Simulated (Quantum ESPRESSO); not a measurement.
Runs of Quantum ESPRESSO 7.5 on TiC. It takes space group Fm-3m (No. 225, cubic). Conventional cell: a = 4.331 Å, b = 4.331 Å, c = 4.331 Å, α = 90.00°, β = 90.00°, γ = 90.00°. Around Ti (site symmetry m-3m) lie 6 C at 2.17 Å. C (site symmetry m-3m) is surrounded by 6 Ti at 2.17 Å. The cell is a database's computed one.

```tsv
task	level	potentials or basis	form of the LDA correlation	gap on the mesh (eV)	pressure (GPa)	V0 of scaled cells (Å³/atom)	B0 (GPa)
band structure	PBEsol	PseudoDojo 0.4.1 SR PBEsol standard	-	none	-6.5	-	-
equation of state	LDA	PseudoDojo 0.4.1 SR LDA standard	PW92	-	-	(a)	(c)
band structure	rev-vdW-DF2	PseudoDojo 0.4.1 SR PBE standard	-	none	-2.1	-	-
equation of state	PBEsol	PseudoDojo 0.4.1 SR PBEsol standard	-	-	-	(b)	268
band structure	LDA	PseudoDojo 0.4.1 SR LDA standard	PW92	none	-12.3	-	-
band structure	optB88-vdW	PseudoDojo 0.4.1 SR PBE standard	-	none	0.8	-	-
```

Alike in all rows: no spin polarisation; cell as given; k mesh 11 × 11 × 11; cutoff (eV) 1143; smearing fermi-dirac 0.05 eV.

Q: Estimate the missing entries.

A: (a) 9.69; (b) 9.90; (c) 283.

Caveats: the potentials were made for another functional, which shifts forces and pressure (some runs).

A gap of «none» marks a metal or a gap under the smearing width.

Runs at the PBE level aren't shown here.
